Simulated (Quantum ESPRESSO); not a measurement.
CsPbBr3 in Quantum ESPRESSO: the effect of functional

CsPbBr3:

```
Pb Cs Br
1.0
     5.87000    0.00000    0.00000
     0.00000    5.87000    0.00000
     0.00000    0.00000    5.87000
Pb Cs Br
1 1 3
Cartesian
  2.9350 2.9350 2.9350
  0.0000 0.0000 0.0000
  2.9350 2.9350 0.0000
  2.9350 0.0000 2.9350
  0.0000 2.9350 2.9350
```

Measurements of this composition are mostly on another form, of space group No. 62.

Alike in all runs:

* Program: Quantum ESPRESSO 7.5
* Task: phonons
* Cutoff: 762 eV
* Density cutoff: 3048 eV
* k mesh: 2 × 2 × 2, shifted
* Occupations: fermi-dirac, width 0.05 eV
* Spin: no spin polarisation

Each run relaxes the cell or the atoms first.

**Question.** One run gave: relaxed volume 44.46 Å³/atom; highest phonon frequency 106 cm⁻¹. Which functional did it use?
A. LDA
B. AM05
C. PBE
D. BLYP
E. vdW-DF-cx

**Answer.** D.

```tsv
functional	potentials or basis	relaxed volume (Å³/atom)	highest phonon frequency (cm⁻¹)
LDA	PseudoDojo 0.4.1 SR LDA standard	36.75	161
PBE	PseudoDojo 0.4.1 SR PBE standard	41.40	123
PBEsol	PseudoDojo 0.4.1 SR PBEsol standard	38.70	144
AM05	PseudoDojo 0.4.1 SR PBE standard	39.98	127
PW91	PseudoDojo 0.4.1 SR PBE standard	41.28	124
BLYP	PseudoDojo 0.4.1 SR PBE standard	44.46	106
vdW-DF-cx	PseudoDojo 0.4.1 SR PBE standard	39.23	143
```

Caveats: the potentials were made for another functional, which shifts forces and pressure (some runs).
